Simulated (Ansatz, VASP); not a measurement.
Two plane-wave programs on Mg

The input INCAR:

```
SYSTEM = Mg
PREC = Accurate
ENCUT = 520
EDIFF = 1E-7
ISMEAR = -1
SIGMA = 0.05
LREAL = .False.
LASPH = .True.
NELM = 80
ALGO = Normal
ISIF = 2
LWAVE = .False.
LCHARG = .False.
GGA = PE
NBANDS = 7
```

Contents of KPOINTS:

```
Automatic mesh
0
Gamma
  11 11 11
  0 0 0
```

Contents of POSCAR:

```
Mg
1.0
   -1.8601521853      1.8601521853      1.7015039757
    1.8601521853     -1.8601521853      1.7015039757
    1.8601521853      1.8601521853     -1.7015039757
Mg
1
Direct
    0.0000000000      0.0000000000      0.0000000000
```

Contents of input.yaml:

```yaml
crystal:
  lattice:
    - [-1.8601521853, 1.8601521853, 1.7015039757]
    - [1.8601521853, -1.8601521853, 1.7015039757]
    - [1.8601521853, 1.8601521853, -1.7015039757]
  atoms:
    - { symbol: Mg, position: [0.0, 0.0, 0.0] }
hamiltonian:
  xc: pbe
  pseudopotentials: { kind: paw }
kpoints:
  mp_grid: { grid: [11, 11, 11] }
scf:
  occupations: { method: fermi_dirac, width: 0.05 }
output:
  forces: true
  stress: true
  eigenvalues: true
  write_density: true
  write_potential: true
  elf: true
  volumetric_format: npy
```

Change from the starting cell: volume scaled by 1.04.

Alike in both runs: task single point; functional PBE; k mesh 11 × 11 × 11; occupations fermi-dirac, width 0.05 eV; no spin polarisation.

```csv
,VASP,Ansatz
version,VASP 6.6.1,Ansatz 0.2.0
potentials or method,"VASP PAW PBE potentials, release 64 (Mg)",Ansatz PAW
plane-wave cutoff (eV),520,420
valence electrons in the cell,2,10
```

VASP gave:

```
gap on the k mesh at the Fermi level (eV) : none
pressure (GPa)                            : -0.9
```

Problem. Estimate Ansatz's values.

Solution. gap on the k mesh at the Fermi level (eV): none; pressure (GPa): -0.8.

A gap of «none» marks a metal or a gap that the smearing closes. The functional is the same, so the differences come from potentials, cutoffs and numerics. The two sets of potentials don't hold the same shells in valence.
